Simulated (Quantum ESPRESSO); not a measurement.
# KF (Carobbiite) (Fm-3m) in Quantum ESPRESSO: notebook, part 2 of 2

Quantum ESPRESSO 7.5.

### 3 Phonons, PBE

The input, pw.in:

```
&CONTROL
  calculation = 'scf'
  prefix = 'pwscf'
  outdir = './tmp'
  pseudo_dir = './pseudo'
  tprnfor = .true.
  tstress = .true.
  disk_io = 'low'
/
&SYSTEM
  ibrav = 0
  A = 3.77856651
  nat = 2
  ntyp = 2
  ecutwfc = 84
  nbnd = 14
  occupations = 'smearing'
  smearing = 'fd'
  degauss = 0.00367493
/
&ELECTRONS
  conv_thr = 4d-10
  electron_maxstep = 120
  mixing_beta = 0.5
/
ATOMIC_SPECIES
K     39.0983 K.upf
F     18.9984 F.upf
CELL_PARAMETERS alat
   0.0000000000    0.7071067806    0.7071067806
   0.7071067806    0.0000000000    0.7071067806
   0.7071067806    0.7071067806    0.0000000000
ATOMIC_POSITIONS alat
K      0.0000000000    0.0000000000    0.0000000000
F      0.7071067806    0.7071067806    0.7071067806
K_POINTS automatic
6 6 6 1 1 1
```

The input, relax.in:

```
&CONTROL
  calculation = 'vc-relax'
  prefix = 'pwscf'
  outdir = './tmp'
  pseudo_dir = './pseudo'
  tprnfor = .true.
  tstress = .true.
  disk_io = 'low'
  nstep = 40
  forc_conv_thr = 0.0001
  etot_conv_thr = 1d-06
/
&SYSTEM
  ibrav = 0
  A = 3.77856651
  nat = 2
  ntyp = 2
  ecutwfc = 84
  nbnd = 14
  occupations = 'smearing'
  smearing = 'fd'
  degauss = 0.00367493
/
&ELECTRONS
  conv_thr = 4d-10
  electron_maxstep = 120
  mixing_beta = 0.5
/
&IONS
  ion_dynamics = 'bfgs'
/
&CELL
  cell_dynamics = 'bfgs'
  press = 0
  press_conv_thr = 0.2
/
ATOMIC_SPECIES
K     39.0983 K.upf
F     18.9984 F.upf
CELL_PARAMETERS alat
   0.0000000000    0.7071067806    0.7071067806
   0.7071067806    0.0000000000    0.7071067806
   0.7071067806    0.7071067806    0.0000000000
ATOMIC_POSITIONS alat
K      0.0000000000    0.0000000000    0.0000000000
F      0.7071067806    0.7071067806    0.7071067806
K_POINTS automatic
6 6 6 1 1 1
```

The input, scf2.in:

```
&CONTROL
  calculation = 'scf'
  prefix = 'pwscf'
  outdir = './tmp'
  pseudo_dir = './pseudo'
  tprnfor = .true.
  tstress = .true.
  disk_io = 'low'
/
&SYSTEM
  ibrav = 0
  A = 3.82868741
  nat = 2
  ntyp = 2
  ecutwfc = 84
  nbnd = 14
  occupations = 'fixed'
/
&ELECTRONS
  conv_thr = 1d-13
  electron_maxstep = 120
  mixing_beta = 0.5
  startingpot = 'file'
  startingwfc = 'file'
/
ATOMIC_SPECIES
K     39.0983 K.upf
F     18.9984 F.upf
CELL_PARAMETERS alat
   0.0000000000    0.7071067819    0.7071067819
   0.7071067819    0.0000000000    0.7071067819
   0.7071067819    0.7071067819    0.0000000000
ATOMIC_POSITIONS alat
K      0.0000000000    0.0000000000    0.0000000000
F      0.7071067819    0.7071067819    0.7071067819
K_POINTS automatic
6 6 6 1 1 1
```

The input, ph.in:

```
phonons of KF
&INPUTPH
  prefix = 'pwscf'
  outdir = './tmp'
  tr2_ph = 1d-18
  fildyn = 'dyn'
  niter_ph = 90
  alpha_mix(1) = 0.7
/
0.5303300859 0.5303300859 0.0000000000
```

Potentials or basis: PseudoDojo 0.4.1 SR PBE standard.

Started as:

```console
> OMP_NUM_THREADS=1 mpirun -n 4 pw.x -nk 4 -in pw.in > pw.out
> OMP_NUM_THREADS=1 mpirun -n 4 pw.x -nk 4 -in relax.in > relax.out
> OMP_NUM_THREADS=1 mpirun -n 4 pw.x -nk 4 -in scf2.in > scf2.out
> OMP_NUM_THREADS=1 mpirun -n 4 ph.x -nk 4 -in ph.in > ph.out
```

pw.out:

```text
This program is part of the open-source Quantum ESPRESSO suite
     for quantum simulation of materials; please cite
[... 6 lines left out ...]
     using ibrav=0 with symmetry is DISCOURAGED, use correct ibrav instead

     K-points division:     npool     =       4
     Subspace diagonalization in iterative solution of the eigenvalue problem:
     a serial algorithm will be used

     G-vector sticks info
     --------------------
     sticks:   dense  smooth     PW     G-vecs:    dense   smooth      PW
     Sum        1177    1177    361                26717    26717    4381

     Using Slab Decomposition

     bravais-lattice index     =            0
     lattice parameter (alat)  =       7.1405  a.u.
     unit-cell volume          =     257.4322 (a.u.)^3
     number of atoms/cell      =            2
[... 238 lines left out ...]
   -24.4644 -17.0810  -8.3555  -8.0378  -8.0268   1.3102   1.4447   1.4633
     9.8957  11.8355  13.2201  15.0174  15.4969  15.7680

          k =-0.5303 0.1768-0.0589 (  3352 PWs)   bands (ev):

   -24.4746 -17.1007  -8.2086  -8.0478  -7.9537   1.1495   1.3245   1.4269
    10.4481  11.2868  13.2169  14.6117  15.0998  15.7972

          k =-0.4125 0.0589 0.0589 (  3349 PWs)   bands (ev):
[... 51 lines left out ...]
   -24.4767 -17.1321  -8.1269  -7.9756  -7.8897   0.8931   1.2196   1.2707
    10.8217  11.8258  13.3629  13.9117  15.4227  16.1436

     the Fermi energy is     6.4214 ev

!    total energy              =    -109.64902173 Ry
     estimated scf accuracy    <          1.9E-10 Ry
     smearing contrib. (-TS)   =      -0.00000000 Ry
     internal energy E=F+TS    =    -109.64902173 Ry

     The total energy is F=E-TS. E is the sum of the following terms:
     one-electron contribution =     -41.34212471 Ry
     hartree contribution      =      28.32897006 Ry
     xc contribution           =     -24.01465405 Ry
     ewald contribution        =     -72.62121303 Ry

     convergence has been achieved in   9 iterations

     Forces acting on atoms (cartesian axes, Ry/au):

     atom    1 type  1   force =    -0.00000000   -0.00000000    0.00000000
     atom    2 type  2   force =    -0.00000000    0.00000000    0.00000000

     Total force =     0.000000     Total SCF correction =     0.000000

     Computing stress (Cartesian axis) and pressure

          total   stress  (Ry/bohr**3)                   (kbar)     P=       12.88
   0.00008753  -0.00000000  -0.00000000           12.88       -0.00       -0.00
  -0.00000000   0.00008753  -0.00000000           -0.00       12.88       -0.00
  -0.00000000  -0.00000000   0.00008753           -0.00       -0.00       12.88

=------------------------------------------------------------------------------=
   JOB DONE.
=------------------------------------------------------------------------------=
```

relax.out:

```text
This program is part of the open-source Quantum ESPRESSO suite
     for quantum simulation of materials; please cite
[... 6 lines left out ...]
     using ibrav=0 with symmetry is DISCOURAGED, use correct ibrav instead

     K-points division:     npool     =       4
[... 1983 lines left out ...]
   0.00000116   0.00000000   0.00000000            0.17        0.00        0.00
   0.00000000   0.00000116   0.00000000            0.00        0.17        0.00
   0.00000000   0.00000000   0.00000116            0.00        0.00        0.17

=------------------------------------------------------------------------------=
   JOB DONE.
=------------------------------------------------------------------------------=
```

Run time: 25 min. Hardware: 4 MPI ranks of Arm Neoverse N1, shared host; peak memory 0.36 GiB.

What came out:

| Quantity | Value |
| --- | --- |
| Free energy | -1491.8570 eV |
| Relaxed volume | 19.84 Å³/atom |
| Relaxed cell | a = 3.829 Å, b = 3.829 Å, c = 3.829 Å, α = 60.00°, β = 60.00°, γ = 60.00° |
| Space group after relaxing (to 0.05 Å) | Fm-3m (No. 225) |
| Pressure after relaxing | 0.0 GPa |
| Highest phonon frequency at the q point run | 192 cm⁻¹ |

Step by step:
```csv
step,energy change (eV),largest force (eV/Å),pressure (GPa),volume (Å³)
1,0.0000,0.0000,1.29,38.15
2,-0.0018,0.0000,1.06,38.40
3,-0.0035,0.0000,0.81,38.68
4,-0.0051,0.0000,0.46,39.09
5,-0.0060,0.0000,0.02,39.66
6,-0.0060,0.0000,0.00,39.69
```

Final structure:
```
CELL_PARAMETERS angstrom
0.00000 2.70729 2.70729
2.70729 0.00000 2.70729
2.70729 2.70729 0.00000
ATOMIC_POSITIONS crystal
K 0.00000 0.00000 0.00000
F 0.50000 0.50000 0.50000
```

Levels at points of the mesh, in eV from the valence-band top:
```
           k point  band 6  band 7  band 8  band 9  band 10  band 11
(0.08, 0.08, 0.08)   -0.04    0.00    0.00    6.21    10.48    10.69
```

Phonon frequencies in cm⁻¹ (negative: imaginary):
```csv
q point,frequencies
"(0.375, 0.375, 0.750)",101 139 149 165 186 192
```

Phonon modes at q = (0.375, 0.375, 0.750) in reciprocal lattice units:
| mode | symmetry | cm⁻¹ |
| --- | --- | --- |
| 1 | B_1 | 101 |
| 2 | A_1 | 139 |
| 3 | B_2 | 149 |
| 4 | B_1 | 165 |
| 5 | B_2 | 186 |
| 6 | A_1 | 192 |

### 4 Phonons, PBE

pw.in is that of step 3.

relax.in is that of step 3.

scf2.in is that of step 3.

Changes to ph.in since step 3:

```diff
@@ -9,2 +9,2 @@
 /
-0.5303300859 0.5303300859 0.0000000000
+0.3535533906 0.3535533906 0.3535533906
```

Potentials or basis: PseudoDojo 0.4.1 SR PBE standard.

Started as:

```console
> OMP_NUM_THREADS=1 mpirun -n 4 pw.x -nk 4 -in pw.in > pw.out
> OMP_NUM_THREADS=1 mpirun -n 4 pw.x -nk 4 -in relax.in > relax.out
> OMP_NUM_THREADS=1 mpirun -n 4 pw.x -nk 4 -in scf2.in > scf2.out
> OMP_NUM_THREADS=1 mpirun -n 4 ph.x -nk 4 -in ph.in > ph.out
```

pw.out:

```text
This program is part of the open-source Quantum ESPRESSO suite
     for quantum simulation of materials; please cite
[... 6 lines left out ...]
     using ibrav=0 with symmetry is DISCOURAGED, use correct ibrav instead

     K-points division:     npool     =       4
     Subspace diagonalization in iterative solution of the eigenvalue problem:
     a serial algorithm will be used

     G-vector sticks info
     --------------------
     sticks:   dense  smooth     PW     G-vecs:    dense   smooth      PW
     Sum        1177    1177    361                26717    26717    4381

     Using Slab Decomposition

     bravais-lattice index     =            0
     lattice parameter (alat)  =       7.1405  a.u.
     unit-cell volume          =     257.4322 (a.u.)^3
     number of atoms/cell      =            2
[... 238 lines left out ...]
   -24.4644 -17.0810  -8.3555  -8.0378  -8.0268   1.3102   1.4447   1.4633
     9.8957  11.8355  13.2201  15.0174  15.4969  15.7680

          k =-0.5303 0.1768-0.0589 (  3352 PWs)   bands (ev):

   -24.4746 -17.1007  -8.2086  -8.0478  -7.9537   1.1495   1.3245   1.4269
    10.4481  11.2868  13.2169  14.6117  15.0998  15.7972

          k =-0.4125 0.0589 0.0589 (  3349 PWs)   bands (ev):
[... 51 lines left out ...]
   -24.4767 -17.1321  -8.1269  -7.9756  -7.8897   0.8931   1.2196   1.2707
    10.8217  11.8258  13.3629  13.9117  15.4227  16.1436

     the Fermi energy is     6.4214 ev

!    total energy              =    -109.64902173 Ry
     estimated scf accuracy    <          1.9E-10 Ry
     smearing contrib. (-TS)   =      -0.00000000 Ry
     internal energy E=F+TS    =    -109.64902173 Ry

     The total energy is F=E-TS. E is the sum of the following terms:
     one-electron contribution =     -41.34212471 Ry
     hartree contribution      =      28.32897006 Ry
     xc contribution           =     -24.01465405 Ry
     ewald contribution        =     -72.62121303 Ry

     convergence has been achieved in   9 iterations

     Forces acting on atoms (cartesian axes, Ry/au):

     atom    1 type  1   force =    -0.00000000   -0.00000000    0.00000000
     atom    2 type  2   force =    -0.00000000    0.00000000    0.00000000

     Total force =     0.000000     Total SCF correction =     0.000000

     Computing stress (Cartesian axis) and pressure

          total   stress  (Ry/bohr**3)                   (kbar)     P=       12.88
   0.00008753  -0.00000000  -0.00000000           12.88       -0.00       -0.00
  -0.00000000   0.00008753  -0.00000000           -0.00       12.88       -0.00
  -0.00000000  -0.00000000   0.00008753           -0.00       -0.00       12.88

=------------------------------------------------------------------------------=
   JOB DONE.
=------------------------------------------------------------------------------=
```

relax.out:

```text
This program is part of the open-source Quantum ESPRESSO suite
     for quantum simulation of materials; please cite
[... 6 lines left out ...]
     using ibrav=0 with symmetry is DISCOURAGED, use correct ibrav instead

     K-points division:     npool     =       4
[... 1983 lines left out ...]
   0.00000116   0.00000000   0.00000000            0.17        0.00        0.00
   0.00000000   0.00000116   0.00000000            0.00        0.17        0.00
   0.00000000   0.00000000   0.00000116            0.00        0.00        0.17

=------------------------------------------------------------------------------=
   JOB DONE.
=------------------------------------------------------------------------------=
```

scf2.out:

```text
This program is part of the open-source Quantum ESPRESSO suite
     for quantum simulation of materials; please cite
[... 6 lines left out ...]
     using ibrav=0 with symmetry is DISCOURAGED, use correct ibrav instead

     K-points division:     npool     =       4
[... 294 lines left out ...]
   0.00000116  -0.00000000  -0.00000000            0.17       -0.00       -0.00
  -0.00000000   0.00000116  -0.00000000           -0.00        0.17       -0.00
  -0.00000000  -0.00000000   0.00000116           -0.00       -0.00        0.17

=------------------------------------------------------------------------------=
   JOB DONE.
=------------------------------------------------------------------------------=
```

Wall time 9.6 min (4 MPI ranks of Arm Neoverse N1, shared host); peak memory 0.4 GiB.

What came out:

| Item | Value |
| --- | --- |
| Free energy | -1491.8570 eV |
| Relaxed volume | 19.84 Å³/atom |
| Relaxed cell | a = 3.829 Å, b = 3.829 Å, c = 3.829 Å, α = 60.00°, β = 60.00°, γ = 60.00° |
| Space group after relaxing (to 0.05 Å) | Fm-3m (No. 225) |
| Pressure after relaxing | 0.0 GPa |
| Highest phonon frequency at the q point run | 247 cm⁻¹ |

The path:
| step | energy change (eV) | largest force (eV/Å) | pressure (GPa) | volume (Å³) |
| --- | --- | --- | --- | --- |
| 1 | 0.0000 | 0.0000 | 1.29 | 38.15 |
| 2 | -0.0018 | 0.0000 | 1.06 | 38.40 |
| 3 | -0.0035 | 0.0000 | 0.81 | 38.68 |
| 4 | -0.0051 | 0.0000 | 0.46 | 39.09 |
| 5 | -0.0060 | 0.0000 | 0.02 | 39.66 |
| 6 | -0.0060 | 0.0000 | 0.00 | 39.69 |

Final structure:
```
K F
1.0
     0.00000    2.70729    2.70729
     2.70729    0.00000    2.70729
     2.70729    2.70729    0.00000
K F
1 1
Direct
  0.00000 0.00000 0.00000
  0.50000 0.50000 0.50000
```

Levels at points of the mesh, in eV from the valence-band top:
```tsv
k point	band 5	band 6	band 7	band 8	band 9	band 10	band 11	band 12
(0.08, 0.08, 0.08)	-9.49	-0.04	0.00	0.00	6.21	10.48	10.69	10.69
```

Phonon frequencies in cm⁻¹ (negative: imaginary):
```tsv
q point	frequencies
(0.500, 0.500, 0.500)	104 104 155 155 187 247
```

Phonon modes at q = (0.500, 0.500, 0.500) in reciprocal lattice units:
```
mode  symmetry  cm⁻¹
   1       E_u   104
   2       E_u   104
   3       E_g   155
   4       E_g   155
   5      A_2u   187
   6      A_1g   247
```

### 5 Phonons, PBE

pw.in is that of step 4.

relax.in is that of step 4.

scf2.in is that of step 4.

Changes to ph.in since step 4:

```diff
@@ -9,2 +9,2 @@
 /
-0.3535533906 0.3535533906 0.3535533906
+0.1767766953 0.7071067812 0.1767766953
```

Potentials or basis: PseudoDojo 0.4.1 SR PBE standard.

Started as:

```console
> OMP_NUM_THREADS=1 mpirun -n 4 pw.x -nk 4 -in pw.in > pw.out
> OMP_NUM_THREADS=1 mpirun -n 4 pw.x -nk 4 -in relax.in > relax.out
> OMP_NUM_THREADS=1 mpirun -n 4 pw.x -nk 4 -in scf2.in > scf2.out
> OMP_NUM_THREADS=1 mpirun -n 4 ph.x -nk 4 -in ph.in > ph.out
```

pw.out:

```text
This program is part of the open-source Quantum ESPRESSO suite
     for quantum simulation of materials; please cite
[... 6 lines left out ...]
     using ibrav=0 with symmetry is DISCOURAGED, use correct ibrav instead

     K-points division:     npool     =       4
     Subspace diagonalization in iterative solution of the eigenvalue problem:
     a serial algorithm will be used

     G-vector sticks info
     --------------------
     sticks:   dense  smooth     PW     G-vecs:    dense   smooth      PW
     Sum        1177    1177    361                26717    26717    4381

     Using Slab Decomposition

     bravais-lattice index     =            0
     lattice parameter (alat)  =       7.1405  a.u.
     unit-cell volume          =     257.4322 (a.u.)^3
     number of atoms/cell      =            2
[... 238 lines left out ...]
   -24.4644 -17.0810  -8.3555  -8.0378  -8.0268   1.3102   1.4447   1.4633
     9.8957  11.8355  13.2201  15.0174  15.4969  15.7680

          k =-0.5303 0.1768-0.0589 (  3352 PWs)   bands (ev):

   -24.4746 -17.1007  -8.2086  -8.0478  -7.9537   1.1495   1.3245   1.4269
    10.4481  11.2868  13.2169  14.6117  15.0998  15.7972

          k =-0.4125 0.0589 0.0589 (  3349 PWs)   bands (ev):
[... 51 lines left out ...]
   -24.4767 -17.1321  -8.1269  -7.9756  -7.8897   0.8931   1.2196   1.2707
    10.8217  11.8258  13.3629  13.9117  15.4227  16.1436

     the Fermi energy is     6.4214 ev

!    total energy              =    -109.64902173 Ry
     estimated scf accuracy    <          1.9E-10 Ry
     smearing contrib. (-TS)   =      -0.00000000 Ry
     internal energy E=F+TS    =    -109.64902173 Ry

     The total energy is F=E-TS. E is the sum of the following terms:
     one-electron contribution =     -41.34212471 Ry
     hartree contribution      =      28.32897006 Ry
     xc contribution           =     -24.01465405 Ry
     ewald contribution        =     -72.62121303 Ry

     convergence has been achieved in   9 iterations

     Forces acting on atoms (cartesian axes, Ry/au):

     atom    1 type  1   force =    -0.00000000   -0.00000000    0.00000000
     atom    2 type  2   force =    -0.00000000    0.00000000    0.00000000

     Total force =     0.000000     Total SCF correction =     0.000000

     Computing stress (Cartesian axis) and pressure

          total   stress  (Ry/bohr**3)                   (kbar)     P=       12.88
   0.00008753  -0.00000000  -0.00000000           12.88       -0.00       -0.00
  -0.00000000   0.00008753  -0.00000000           -0.00       12.88       -0.00
  -0.00000000  -0.00000000   0.00008753           -0.00       -0.00       12.88

=------------------------------------------------------------------------------=
   JOB DONE.
=------------------------------------------------------------------------------=
```

Wall time 27 min (4 MPI ranks of Arm Neoverse N1, shared host); peak memory 0.36 GiB.

What came out:

| Item | Value |
| --- | --- |
| Free energy | -1491.8570 eV |
| Relaxed volume | 19.84 Å³/atom |
| Relaxed cell | a = 3.829 Å, b = 3.829 Å, c = 3.829 Å, α = 60.00°, β = 60.00°, γ = 60.00° |
| Space group after relaxing (to 0.05 Å) | Fm-3m (No. 225) |
| Pressure after relaxing | 0.0 GPa |
| Highest phonon frequency at the q point run | 192 cm⁻¹ |

The path:
```
step  energy change (eV)  largest force (eV/Å)  pressure (GPa)  volume (Å³)
   1              0.0000                0.0000            1.29        38.15
   2             -0.0018                0.0000            1.06        38.40
   3             -0.0035                0.0000            0.81        38.68
   4             -0.0051                0.0000            0.46        39.09
   5             -0.0060                0.0000            0.02        39.66
   6             -0.0060                0.0000            0.00        39.69
```

Final structure:
```cif
data_structure
_symmetry_space_group_name_H-M 'P 1'
_symmetry_Int_Tables_number 1
_cell_length_a 3.8287
_cell_length_b 3.8287
_cell_length_c 3.8287
_cell_angle_alpha 60.000
_cell_angle_beta 60.000
_cell_angle_gamma 60.000
_cell_volume 39.69
loop_
_atom_site_label
_atom_site_type_symbol
_atom_site_fract_x
_atom_site_fract_y
_atom_site_fract_z
_atom_site_occupancy
K1 K 0.00000 0.00000 0.00000 1
F1 F 0.50000 0.50000 0.50000 1
```

Levels at points of the mesh, in eV from the valence-band top:
```
           k point  band 6  band 7  band 8  band 9  band 10  band 11
(0.08, 0.08, 0.08)   -0.04    0.00    0.00    6.21    10.48    10.69
```

Phonon frequencies in cm⁻¹ (negative: imaginary):
```tsv
q point	frequencies
(0.625, 0.250, 0.625)	101 139 149 165 186 192
```

Phonon modes at q = (0.625, 0.250, 0.625) in reciprocal lattice units:
| mode | symmetry | cm⁻¹ |
| --- | --- | --- |
| 1 | B_1 | 101 |
| 2 | A_1 | 139 |
| 3 | B_2 | 149 |
| 4 | B_1 | 165 |
| 5 | B_2 | 186 |
| 6 | A_1 | 192 |
